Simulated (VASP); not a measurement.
Input of a VASP 6.6.1 run:

Contents of INCAR:

```
SYSTEM = SnO2
  PREC = Accurate
  ENCUT = 520
  EDIFF = 1E-6
  ISMEAR = 0
  SIGMA = 0.02
  LREAL = .False.
  LASPH = .True.
  NELM = 80
  ALGO = Normal
  ISIF = 2
  LWAVE = .False.
  LCHARG = .False.
  METAGGA = R2SCAN
  LMIXTAU = .True.
  KPAR = 2
```

File KPOINTS:

```
regular mesh
0
Gamma
  7 7 10
  0 0 0
```

Contents of POSCAR:

```
SnO2                                    
1.0
    4.7648180400      0.0000000000      0.0000000000
    0.0000000000      4.7648180400      0.0000000000
    0.0000000000      0.0000000000      3.2074997700
  Sn              O             
     2     4
Direct
     0.5000000000000000    0.5000000000000000    0.5000000000000000
     0.0000000000000000    0.0000000000000000    0.0000000000000000
     0.1940276999999995    0.8059723000000005    0.5000000000000000
     0.8059723000000005    0.1940276999999995    0.5000000000000000
     0.3059723000000005    0.3059723000000005    0.0000000000000000
     0.6940276999999995    0.6940276999999995    0.0000000000000000
```

KPOINTS_OPT

```
path GXMGZRAZ,XR,MA
10
line-mode
reciprocal
 0.0000000000  0.0000000000  0.0000000000  G
 0.0000000000  0.5000000000  0.0000000000  X

 0.0000000000  0.5000000000  0.0000000000  X
 0.5000000000  0.5000000000  0.0000000000  M

 0.5000000000  0.5000000000  0.0000000000  M
 0.0000000000  0.0000000000  0.0000000000  G

 0.0000000000  0.0000000000  0.0000000000  G
 0.0000000000  0.0000000000  0.5000000000  Z

 0.0000000000  0.0000000000  0.5000000000  Z
 0.0000000000  0.5000000000  0.5000000000  R

 0.0000000000  0.5000000000  0.5000000000  R
 0.5000000000  0.5000000000  0.5000000000  A

 0.5000000000  0.5000000000  0.5000000000  A
 0.0000000000  0.0000000000  0.5000000000  Z

 0.0000000000  0.5000000000  0.0000000000  X
 0.0000000000  0.5000000000  0.5000000000  R

 0.5000000000  0.5000000000  0.0000000000  M
 0.5000000000  0.5000000000  0.5000000000  A
```

Potentials or basis: VASP PAW PBE potentials, release 64 (Sn_d, O).

The run is started by

```console
$ cat potpaw_PBE.64/Sn_d/POTCAR potpaw_PBE.64/O/POTCAR > POTCAR
$ mpirun -np 2 vasp_std > vasp.out
```

Question: Estimate the band gap along the path.

Answer: 1.74 eV, direct.

Question: What does it give for the band gap on the k mesh?

Answer: 1.74 eV, direct.

Question: Predict the largest force.

Answer: 0.019 eV/Å.

Question: Estimate the pressure.

Answer: 0.2 GPa.

Levels at the corners of the path, in eV from the valence-band top:
| point | band 22 | band 23 | band 24 | band 25 | band 26 | band 27 | band 28 | band 29 | band 30 | band 31 |
| --- | --- | --- | --- | --- | --- | --- | --- | --- | --- | --- |
| Γ | -1.22 | -1.22 | -0.77 | -0.77 | 0.00 | 1.74 | 6.76 | 7.02 | 7.02 | 11.09 |
| X | -1.96 | -1.17 | -1.17 | -0.62 | -0.62 | 4.96 | 4.96 | 7.77 | 7.77 | 11.85 |
| X | -1.96 | -1.17 | -1.17 | -0.62 | -0.62 | 4.96 | 4.96 | 7.77 | 7.77 | 11.85 |
| M | -1.95 | -1.30 | -1.30 | -0.91 | -0.91 | 5.39 | 5.39 | 8.18 | 8.18 | 11.89 |
| M | -1.95 | -1.30 | -1.30 | -0.91 | -0.91 | 5.39 | 5.39 | 8.18 | 8.18 | 11.89 |
| Γ | -1.22 | -1.22 | -0.77 | -0.77 | 0.00 | 1.74 | 6.76 | 7.02 | 7.02 | 11.09 |
| Γ | -1.22 | -1.22 | -0.77 | -0.77 | 0.00 | 1.74 | 6.76 | 7.02 | 7.02 | 11.09 |
| Z | -2.59 | -1.66 | -1.66 | -1.26 | -1.26 | 6.82 | 6.82 | 10.50 | 10.50 | 11.51 |
| Z | -2.59 | -1.66 | -1.66 | -1.26 | -1.26 | 6.82 | 6.82 | 10.50 | 10.50 | 11.51 |
| R | -1.72 | -1.10 | -1.10 | -0.69 | -0.69 | 7.10 | 7.10 | 8.82 | 8.82 | 11.88 |
| R | -1.72 | -1.10 | -1.10 | -0.69 | -0.69 | 7.10 | 7.10 | 8.82 | 8.82 | 11.88 |
| A | -2.35 | -0.95 | -0.95 | -0.85 | -0.85 | 5.48 | 5.48 | 9.62 | 9.62 | 11.87 |
| A | -2.35 | -0.95 | -0.95 | -0.85 | -0.85 | 5.48 | 5.48 | 9.62 | 9.62 | 11.86 |
| Z | -2.59 | -1.66 | -1.66 | -1.26 | -1.26 | 6.82 | 6.82 | 10.50 | 10.50 | 11.52 |
| X | -1.96 | -1.17 | -1.17 | -0.62 | -0.62 | 4.96 | 4.96 | 7.77 | 7.77 | 11.85 |
| R | -1.72 | -1.10 | -1.10 | -0.69 | -0.69 | 7.10 | 7.10 | 8.82 | 8.82 | 11.88 |
| M | -1.95 | -1.30 | -1.30 | -0.91 | -0.91 | 5.39 | 5.39 | 8.18 | 8.18 | 11.89 |
| A | -2.35 | -0.95 | -0.95 | -0.85 | -0.85 | 5.48 | 5.48 | 9.62 | 9.62 | 11.88 |

Caveat: the PAW data sets were made with another functional, which shifts forces and pressure a little; spin-orbit coupling is left out, which moves the levels of the heavy elements. r2SCAN opens gaps a little over a GGA but as a rule still falls short of measured ones.
